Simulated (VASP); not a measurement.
Wanted: the native input for a VASP 6.6.1 run.

```
Task                   : relaxation of cell and atoms
Functional             : r2SCAN
Potentials or basis    : VASP PAW PBE potentials, release 64 (Si)
Cutoff                 : 600 eV
k mesh                 : 10 × 10 × 10
Occupations            : gaussian, width 0.02 eV
Spin                   : no spin polarisation
Dipole correction      : no
Further INCAR settings : ALGO = Normal; EDIFF = 1e-06; IBRION = 2; EDIFFG = -0.005; NSW = 100; ISIF = 3
```

Crystal: Si.

```
CELL_PARAMETERS angstrom
0.00000 2.71547 2.71547
2.71547 0.00000 2.71547
2.71547 2.71547 0.00000
ATOMIC_POSITIONS crystal
Si 0.50000 0.50000 0.50000
Si 0.75000 0.75000 0.75000
```

One way to write it, as run:

POSCAR

```
Si
1.0
    0.0000000000      2.7154700000      2.7154700000
    2.7154700000      0.0000000000      2.7154700000
    2.7154700000      2.7154700000      0.0000000000
Si
2
Direct
    0.5000000000      0.5000000000      0.5000000000
    0.7500000000      0.7500000000      0.7500000000
```

INCAR.step1

```
SYSTEM = Si
PREC = Accurate
ENCUT = 600
ISMEAR = 0
SIGMA = 0.02
LREAL = .FALSE.
LASPH = .TRUE.
NELM = 100
GGA = PE
ALGO = Normal
EDIFF = 1E-4
LWAVE = .TRUE.
LCHARG = .FALSE.
```

INCAR.step2

```
SYSTEM = Si
PREC = Accurate
ENCUT = 600
EDIFF = 1E-6
ISMEAR = 0
SIGMA = 0.02
LREAL = .FALSE.
LASPH = .TRUE.
NELM = 100
ALGO = Normal
ISIF = 3
LWAVE = .FALSE.
LCHARG = .FALSE.
METAGGA = R2SCAN
LMIXTAU = .TRUE.
IBRION = 2
NSW = 100
EDIFFG = -0.005
ISTART = 1
```

KPOINTS

```
Automatic mesh
0
G
  10 10 10
  0 0 0
```

Potentials or basis: VASP PAW PBE potentials, release 64 (Si).

Launch:

```sh
$ cat potpaw_PBE.64/Si/POTCAR > POTCAR
$ cp INCAR.step1 INCAR
$ mpirun -np 1 vasp_std > vasp.out
$ cp INCAR.step2 INCAR
$ mpirun -np 1 vasp_std > vasp.out
```

It gave:

- Relaxed volume: 20.12 Å³/atom
- Relaxed cell: a = 3.846 Å, b = 3.846 Å, c = 3.846 Å, α = 60.00°, β = 60.00°, γ = 60.00°
- Space group after relaxing (to 0.05 Å): Fd-3m (No. 227)
- Energy gained by relaxing: 0.1 meV/atom
- Ionic steps: 3
- Pressure after relaxing: 0.0 GPa
- Band gap on the k mesh: 0.79 eV, indirect (least direct gap 2.76 eV)

Caveat: the PAW data sets were made with another functional, which shifts forces and pressure a little.

Run time: 52 s on 1 thread of Intel(R) Xeon(R) 6975P-C (Granite Rapids), on a shared host, peak memory 0.18 GiB.
